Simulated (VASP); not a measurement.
## A VASP 6.6.1 single-point calculation on InSb

INCAR

```
LASPH = .TRUE.
LWAVE = .FALSE.
LCHARG = .FALSE.
ISIF = 2
NSW = 0
LREAL = .FALSE.
NBANDS = 16
EDIFF = 1E-7
PREC = Accurate
GGA = PE
NELM = 120
ENCUT = 600
SIGMA = 0.02
IBRION = -1
ISMEAR = -1
```

KPOINTS

```
KPOINTS created by Atomic Simulation Environment
0
Gamma
6 6 6
0 0 0
```

POSCAR

```
In Sb
 1.0000000000000000
     0.0000000000000000    3.2467178874000000    3.3113180160000000
     3.2467178874000000    0.0000000000000000    3.3113180160000000
     3.2467178874000000    3.2467178874000000    0.0000000000000000
 In  Sb
   1   1
Cartesian
  0.0000000000000000  0.0000000000000000  0.0000000000000000
  1.6233589437000004  1.6233589437000004  1.6556590080000000
```

The recommended PBE PAW datasets give the neutral cell 18 valence electrons.

Command

```
mpirun -np 1 vasp_std
```

OSZICAR

```
N       E                     dE             d eps       ncg     rms          rms(c)
DAV:   1     0.119572705599E+03    0.11957E+03   -0.84693E+03   960   0.122E+03
DAV:   2     0.872603266581E+00   -0.11870E+03   -0.11475E+03  1080   0.298E+02
DAV:   3    -0.679524081166E+01   -0.76678E+01   -0.76385E+01  1280   0.754E+01
DAV:   4    -0.700659560812E+01   -0.21135E+00   -0.21132E+00  1144   0.143E+01
DAV:   5    -0.701989210060E+01   -0.13296E-01   -0.13296E-01  1560   0.297E+00    0.401E+00
DAV:   6    -0.692292602033E+01    0.96966E-01   -0.15392E-01  1360   0.587E+00    0.233E+00
DAV:   7    -0.691014665637E+01    0.12779E-01   -0.68371E-02  1304   0.237E+00    0.615E-01
DAV:   8    -0.691128903713E+01   -0.11424E-02   -0.77033E-03  1240   0.995E-01    0.250E-01
DAV:   9    -0.691198027917E+01   -0.69124E-03   -0.98245E-04  1240   0.267E-01    0.777E-02
DAV:  10    -0.691202852021E+01   -0.48241E-04   -0.51111E-05  1248   0.467E-02    0.394E-02
DAV:  11    -0.691207399877E+01   -0.45479E-04   -0.82737E-05  1176   0.567E-02    0.260E-02
DAV:  12    -0.691207544265E+01   -0.14439E-05   -0.14687E-06  1176   0.769E-03    0.710E-03
DAV:  13    -0.691207602742E+01   -0.58477E-06   -0.15480E-06  1216   0.798E-03    0.454E-03
DAV:  14    -0.691207575871E+01    0.26871E-06   -0.61776E-08  1056   0.147E-03    0.125E-03
DAV:  15    -0.691207577457E+01   -0.15856E-07   -0.17141E-08   880   0.102E-03
   1 F= -.69120758E+01 E0= -.69119434E+01  d E =-.264654E-03
```

Standard output (part)

```
POSCAR found type information on POSCAR InSb
 POSCAR found :  2 types and       2 ions
 LDA part: xc-table for (Slater+PW92), standard interpolation
 POSCAR, INCAR and KPOINTS ok, starting setup
 WAVECAR not read
 entering main loop
```

From OUTCAR

```
k-points           NKPTS =     30   k-points in BZ     NKDIM =     30   number of bands    NBANDS=     16

   NELECT =      18.0000    total number of electrons

   dimension x,y,z NGX =    40 NGY =   40 NGZ =   40
   dimension x,y,z NGXF=    80 NGYF=   80 NGZF=   80

  energy-cutoff  :      600.00
  volume of cell :       69.81
      direct lattice vectors                 reciprocal lattice vectors
     0.000000000  3.246717887  3.311318016    -0.154001677  0.154001677  0.150997276
     3.246717887  0.000000000  3.311318016     0.154001677 -0.154001677  0.150997276
     3.246717887  3.246717887  0.000000000     0.154001677  0.154001677 -0.150997276

 k-points in reciprocal lattice and weights: KPOINTS created by Atomic Simulation Env
   0.00000000  0.00000000  0.00000000       0.005
   0.16666667 -0.00000000  0.00000000       0.037
   0.33333333 -0.00000000  0.00000000       0.037
   0.50000000 -0.00000000  0.00000000       0.019
   0.16666667  0.16666667  0.00000000       0.009
   0.33333333  0.16666667  0.00000000       0.037
   0.50000000  0.16666667  0.00000000       0.037
  -0.33333333  0.16666667  0.00000000       0.037
   ...

 E-fermi :   4.8701

 k-point     1 :       0.0000    0.0000    0.0000
  band No.  band energies     occupation
      1      -9.7230      2.00000
      2      -9.7189      2.00000
      3      -9.7189      2.00000
      4      -9.6442      2.00000
      5      -9.6413      2.00000
      6      -5.7146      2.00000
      7       4.4931      2.00000
      8       4.7716      1.98553
      9       4.8698      1.00724
     10       4.8698      1.00724
     11       7.7832      0.00000
     12       7.7832      0.00000
     13       7.8274      0.00000
     14      10.5448      0.00000
     15      12.9069      0.00000
     16      13.2050      0.00000

 k-point     2 :       0.1667   -0.0000    0.0000
  band No.  band energies     occupation
      1      -9.7311      2.00000
      2      -9.7166      2.00000
      3      -9.7141      2.00000
      4      -9.6447      2.00000
      5      -9.6414      2.00000
      6      -5.4754      2.00000
      7       2.3735      2.00000
      8       4.4751      2.00000
      9       4.5585      2.00000
     10       5.7458      0.00000
     11       8.2282      0.00000
     12       8.2300      0.00000
     13       8.5198      0.00000
     14      11.6267      0.00000
     15      12.0610      0.00000
     16      12.2153      0.00000

 k-point     3 :       0.3333   -0.0000    0.0000
  band No.  band energies     occupation
      1      -9.7520      2.00000
      2      -9.7080      2.00000
      3      -9.7056      2.00000
      4      -9.6443      2.00000
      5      -9.6402      2.00000
      6      -4.8595      2.00000
      7       0.2980      2.00000
      8       3.9975      2.00000
      9       4.1100      2.00000
     10       5.4816      0.00000
     11       8.6071      0.00000
     12       8.6696      0.00000
     13      10.5595      0.00000
     14      11.5463      0.00000
     15      12.5278      0.00000
     16      12.5526      0.00000

 ...

  Total        0.9033918      0.9033918      0.6866689      0.0000000      0.0000000      0.0000000
  in kB       20.7332181     20.7332181     15.7593370      0.0000000      0.0000000      0.0000000
  external PRESSURE =      19.0752577 kB  Pullay stress =       0.0000000 kB

 POSITION                                       TOTAL-FORCE (eV/Angst)
 -----------------------------------------------------------------------------------
      0.00000      0.00000      0.00000         0.000000      0.000000      0.000000
      1.62336      1.62336      1.65566        -0.000000     -0.000000     -0.000000
 -----------------------------------------------------------------------------------
    total drift:                               -0.000000     -0.000000     -0.000000

  FREE ENERGIE OF THE ION-ELECTRON SYSTEM (eV)
  ---------------------------------------------------
  free  energy   TOTEN  =        -6.9120757746 eV

  energy  without entropy=       -6.9118111201  energy(sigma->0) =       -6.91194345
```

It converged. Results: gap between bands v and c on the k mesh 0.00 eV; least direct gap on the k mesh 0.00 eV; pressure 1.9 GPa. Band v is the last that the valence electrons fill when counted band by band, and c is the next.

For comparison, a separate PBE run of the intended cell, on usual settings and not on those above, gives a gap of 0.00 eV on its mesh and a pressure of 1.9 GPa.

The run above took about 69 s on one core of a shared host (Intel Xeon Platinum 8488C) and held 0.24 GiB at most.
